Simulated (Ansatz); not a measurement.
# C: the cost of one run

Computed with Ansatz 0.2.0 (DFT PBE, scalar-relativistic, plane waves, PAW, unless a step's input says otherwise).

## Step 1: The starting structure

It takes space group C2/m (No. 12, monoclinic). Conventional cell: a = 4.255 Å, b = 2.457 Å, c = 3.765 Å, α = 90.00°, β = 111.49°, γ = 90.00°. C (site symmetry m) is surrounded by 3 C at 1.42 Å.

Cell or atoms stand a little off a more symmetric structure (R-3m at a tolerance of 0.3 Å), so results at this geometry aren't those of that ideal crystal.

As a file:

```
C
1.0
     2.12732   -1.22828    0.00000
     2.12732    1.22828    0.00000
    -1.37907    0.00000    3.50283
C
2
Direct
  0.83335 0.83335 0.00009
  0.16665 0.16665 0.99991
```

The structure comes from the Materials Project (structure only).

## Step 2: A distortion that keeps the symmetry

Against the listed cell: strain xx, yy, zz, yz, xz, xy = -1.9, -3.6, +0.3, +0.0, +1.0, +0.0 %; atoms moved by 0.15 Å root mean square, at most 0.15 Å.

Contents of input.yaml:

```yaml
crystal:
  lattice:
    - [2.0869012214, -1.1841256863, 0.0214433887]
    - [2.0869012214, 1.1841256863, 0.0214433887]
    - [-1.3175587807, 0.0, 3.4977561885]
  atoms:
    - { symbol: C, position: [0.8029784119, 0.8029784119, 0.0113314119] }
    - { symbol: C, position: [0.1970215881, 0.1970215881, 0.9886685881] }
basis:
  ecutwfc: 420
kpoints:
  mp_grid: { grid: [16, 16, 10] }
hamiltonian:
  xc: pbe
scf:
  occupations: { method: gaussian, width: 0.05 }
output:
  forces: true
  stress: true
  eigenvalues: true
  populations: true
```

Run with:

```console
> ansatz run input.yaml --threads 1 --pin off --max-ram 1331MiB --backend cpu --events-out ev --progress --plain --runs-dir out
```

What time and memory should one allow on 1 thread of an x86-64 CPU, shared host?

About 20 s, with a peak of 0.38 GiB.
